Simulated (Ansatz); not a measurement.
Crystal: Bi.

```
CELL_PARAMETERS angstrom
2.26750 1.30914 3.93800
-2.26750 1.30914 3.93800
0.00000 -2.61828 3.93800
ATOMIC_POSITIONS crystal
Bi 0.76600 0.76600 0.76600
Bi 0.23400 0.23400 0.23400
```

Base run:

- Program: Ansatz 0.2.0
- Functional: HSE06
- Potentials or basis: Ansatz PAW
- Cutoff: 420 eV (not typed: the program's choice for these potentials)
- k mesh: 6 × 6 × 6
- Occupations: fermi-dirac, width 0.05 eV
- Spin: no spin polarisation

Its results: band gap on the k mesh none (metal or under the smearing width); pressure 0.4 GPa; largest force 0.121 eV/Å.

Q: The run is repeated on the same cell with these changes: functional from HSE06 to PBE0. What comes out?

A: Band gap on the k mesh 0.36 eV, indirect (least direct gap 0.60 eV); pressure 0.5 GPa; largest force 0.183 eV/Å.

Caveats: the PAW data sets come from PBE, with cores solved anew for the run's functional, which leaves a small shift of forces and pressure; the thresholds are loose for stress; spin-orbit coupling is left out, which moves the levels of the heavy elements (some runs); spin-orbit coupling is left out, which as a rule narrows the gap of such compounds by several tenths of an eV (some runs).

A k mesh can miss the band edges.
